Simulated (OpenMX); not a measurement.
Runs of OpenMX 3.8.5 on CdS (Hawleyite). The structure is cubic, space group F-43m (No. 216). Conventional cell: a = 5.833 Å, b = 5.833 Å, c = 5.833 Å, α = 90.00°, β = 90.00°, γ = 90.00°. Around Cd (site symmetry -43m) lie 4 S at 2.53 Å. S (site symmetry -43m) is surrounded by 4 Cd at 2.53 Å. 

```csv
task,level,potentials or basis,spin,cell,k mesh,spin constraint,SCF threshold,constraint strength,k mesh for the DOS,gap on the mesh (eV),pressure (GPa),moment (μB)
band structure,LDA-PW92,"OpenMX 2013 LDA set, Cd7.0-s3p2d2, S7.0-s2p2d1f1, grid cutoff 500 Ry","non-collinear, ferromagnetic start, SOC",as given,5 × 5 × 5,directions,1e-07 Ha,0.5 eV,-,1.00,-,0.00
band structure,LDA,"OpenMX 2013 LDA set, Cd7.0-s3p2d2, S7.0-s2p2d1f1, grid cutoff 500 Ry",off,as given,9 × 9 × 9,-,1e-08 Ha,-,-,1.02,-1.9,-
single point,LDA,"OpenMX 2013 LDA set, Cd7.0-s3p2d2f1, S7.0-s3p2d2f1, grid cutoff 500 Ry",off,volume scaled by 0.88,9 × 9 × 9,-,1e-08 Ha,-,-,(a),7.8,-
density of states,LDA,"OpenMX 2013 LDA set, Cd7.0-s3p2d2, S7.0-s2p2d1f1, grid cutoff 500 Ry","non-collinear, zero start, SOC",as given,5 × 5 × 5,-,1e-07 Ha,-,6 × 6 × 6,1.00,-,0.00
atomic charges,LDA,"OpenMX 2013 LDA set, Cd7.0-s3p2d2, S7.0-s2p2d1f1, grid cutoff 500 Ry","non-collinear, ferromagnetic start, SOC",as given,7 × 7 × 7,directions,1e-07 Ha,0.5 eV,-,1.00,-,0.00
```

Alike in all rows: smearing fermi-dirac 0.05 eV.

Task: Estimate the missing entries.

Result: (a) 1.21.

Caveats: the basis of atomic orbitals isn't converged, which shifts pressures, moduli and gaps; total energies with and without spin-orbit coupling shouldn't be compared in this program (some runs).

A k mesh can miss the band edges, and rows without SOC leave out spin-orbit coupling on Cd.

Runs at the PBE level aren't shown here.
